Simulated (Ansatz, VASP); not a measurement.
# Be in VASP and in Ansatz

The input INCAR:

```
ALGO = Normal
EDIFF = 1E-6
ENCUT = 520
GGA = PE
ISIF = 2
ISMEAR = 0
LASPH = True
LCHARG = False
LREAL = False
LWAVE = False
NBANDS = 10
NELM = 100
PREC = Accurate
SIGMA = 0.1
```

KPOINTS

```
k-points
0
Gamma
  9 9 6
```

POSCAR

```
Be
1.0
    2.9132112873      0.0000000000      0.0000000000
   -1.4566056437      2.5229149814      0.0000000000
    0.0000000000      0.0000000000      3.3051357248
Be
3
Direct
    0.2254000000      0.0000000000      0.3333333333
    0.0000000000      0.2254000000      0.6666666667
    0.7746000000      0.7746000000      0.0000000000
```

Input for Ansatz:

```yaml
crystal:
  lattice:
    - [2.9132112873, 0.0, 0.0]
    - [-1.4566056437, 2.5229149814, 0.0]
    - [0.0, 0.0, 3.3051357248]
  atoms:
    - { symbol: Be, position: [0.2254, 0.0, 0.3333333333] }
    - { symbol: Be, position: [0.0, 0.2254, 0.6666666667] }
    - { symbol: Be, position: [0.7746, 0.7746, 0.0] }
basis:
  ecutwfc: 420
kpoints:
  mp_grid: { grid: [9, 9, 6] }
hamiltonian:
  xc: pbe
scf:
  occupations: { method: gaussian, width: 0.1 }
  lower_state_search: "off"
output:
  forces: true
  stress: true
  eigenvalues: true
```

Alike in both runs: task single point; functional PBE; k mesh 9 × 9 × 6; occupations gaussian, width 0.1 eV; no spin polarisation.

|  | VASP | Ansatz |
| --- | --- | --- |
| version | VASP 6.6.1 | Ansatz 0.2.0 |
| potentials or method | VASP PAW PBE potentials, release 64 (Be) | scalar-relativistic, plane waves, PAW |
| plane-wave cutoff (eV) | 520 | 420 |
| valence electrons in the cell | 6 | 6 |

```csv
,VASP,Ansatz,Ansatz less VASP
gap on the k mesh at the Fermi level (eV),none,none,-
rms of the force components (eV/Å),4.836,4.811,-0.0244
```

Atom by atom the forces differ by 0.024 eV/Å (rms over components). A gap of «none» marks a metal or a gap that the smearing closes.

Caveats: forces of over 1 eV/Å show positions far from the minimum, so gaps and moduli don't describe the material at rest.
